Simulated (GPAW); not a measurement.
**WS2 (Tungstenite): optical spectrum with PBE+U**

WS2 (Tungstenite):

```
CELL_PARAMETERS angstrom
3.18000 0.00000 0.00000
-1.59000 2.75396 0.00000
0.00000 0.00000 12.50000
ATOMIC_POSITIONS crystal
W 0.66667 0.33333 0.75000
W 0.33333 0.66667 0.25000
S 0.66667 0.33333 0.37500
S 0.33333 0.66667 0.87500
S 0.66667 0.33333 0.12500
S 0.33333 0.66667 0.62500
```

```yaml
Program: GPAW 26.7.0
Task: optical spectrum
Functional: PBE
Potentials_or_basis: GPAW PAW data sets (gpaw-data 1.2.1)
Cutoff: 500 eV
Basis: pw
k_mesh: 8 × 8 × 2
Occupations: fermi-dirac, width 0.001 eV
Spin: no spin polarisation
Hubbard_terms: W d U = 6.0 eV
Response_ecut: 50 eV
Eta: 0.1 eV
Maxiter: 150
Response_k_mesh: 10 × 10 × 3
Domega0: 0.05 eV
Omega2: 10 eV
Kernel: RPA
Scissors: 0 eV
Response_bands: 74
Directions: "[\"x\", \"z\"]"
Intraband: no
```

```json
{
  "Band gap on the k mesh": "1.31 eV, indirect (least direct gap 1.61 eV)"
}
```

Dielectric function (mean over the directions given):
```tsv
energy (eV)	real part	imaginary part
0.25	10.19	0.05
0.67	10.65	0.19
1.15	12.47	0.85
1.66	6.59	6.35
2.18	11.84	3.28
2.66	11.92	4.38
3.17	9.48	9.15
3.56	5.38	8.54
4.03	7.18	7.71
4.51	3.91	9.48
5.01	3.93	8.33
5.53	0.82	7.51
6.07	1.84	5.38
6.55	1.32	6.56
6.87	0.74	5.73
7.38	0.98	4.92
7.90	0.30	4.74
8.43	1.61	4.24
8.89	0.81	3.92
9.47	0.96	4.78
9.76	-0.14	4.67
10.26	0.61	3.74
10.78	0.86	3.91
11.31	0.04	4.37
11.85	-0.91	4.31
12.30	-1.50	3.44
12.77	-1.06	2.46
13.24	-1.26	2.34
13.72	-0.77	1.78
14.22	-0.40	2.07
14.73	-0.68	2.06
15.26	-0.70	1.79
15.80	-0.76	1.83
16.21	-0.96	1.60
16.78	-0.76	1.13
17.36	-0.53	0.94
17.96	-0.39	0.96
18.58	-0.31	0.96
19.22	-0.38	0.86
19.87	-0.36	0.75
```

It took 7.7 min on 1 thread of Arm Neoverse V1 (shared host), peak memory 0.64 GiB.

Caveat: the long-wavelength limit can be off by several per cent where d states take part; response on these states lacks terms of the Hamiltonian; spectra need much finer meshes, so this one isn't converged; independent-particle spectra lack excitons; spin-orbit coupling is left out, which moves the levels of the heavy elements; an odd mesh through Γ misses points on the zone boundary, where band edges often lie.
